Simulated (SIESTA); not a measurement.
CoO under changes of volume

One of the cells (11.640 Å³/atom); the others are scaled copies at fixed shape and fractional positions:

```xyz
2
Lattice="1.6128 0.9312 2.5835 -1.6128 0.9312 2.5835 0.0000 -1.8623 2.5835" Properties=species:S:1:pos:R:3 pbc="T T T"
Co    0.0000    0.0000    7.7425
O     0.0000    0.0000    5.8207
```

Measurements of this composition are mostly on another form, of space group No. 225.

| Quantity | Value |
| --- | --- |
| Program | SIESTA 5.4.2 |
| Functional | PBE |
| Potentials or basis | PseudoDojo 0.4 standard (PBE files) |
| Basis | DZP (energy shift 0.003 Ry; two zetas on semicore shells) |
| Grid cutoff | 800 Ry |
| Energy shift | 0.003 Ry |
| k mesh | 10 × 10 × 10 |
| Occupations | fermi-dirac, width 0.05 eV |
| Spin | collinear spin, ferromagnetic start |
| Starting moments | [2.0, 0.0] μB |

| volume (Å³/atom) | energy over the lowest point (meV/atom) | pressure (GPa) | moment (μB per cell) | largest force (eV/Å) |
| --- | --- | --- | --- | --- |
| 10.727 | 27.41 | 10.0 | 2.59 | 0.358 |
| 10.955 | ? | ? | ? | ? |
| 11.183 | 5.78 | 4.6 | 2.81 | 0.318 |
| 11.640 | 0.00 | -0.8 | 2.91 | 0.282 |
| 11.868 | 2.67 | -3.1 | 2.94 | 0.262 |
| 12.096 | 8.68 | -5.4 | 2.97 | 0.240 |

Question: What does the run at 10.955 Å³/atom give?

Answer: Energy over the lowest point 14.68 meV/atom; pressure 7.3 GPa; moment 2.72 μB per cell; largest force 0.337 eV/Å.

Worked out: A Birch-Murnaghan fit of order 3 (a polynomial in V^(-2/3)) to the other rows has its minimum at 11.59 Å³/atom with B0 = V·E''(V) = 130 GPa (rough, since the energies scatter) at fixed shape and positions, which overstates the stiffness. It gives 14.51 meV/atom at 10.955 Å³/atom, against the run's 14.68, and -dE/dV = 7.6 GPa, against 7.3. A parabola through the other rows of the moment, of slope 0.44 μB per Å³/atom there, gives 2.71 μB, against the run's 2.72.

Energies are extrapolated to zero smearing.

Caveats: short orbitals over semicore shells can move pressures by several GPa; the basis of atomic orbitals isn't converged, which shifts pressures, moduli and gaps; a cell with one magnetic atom can't hold antiferromagnetic order, which such compounds often take.
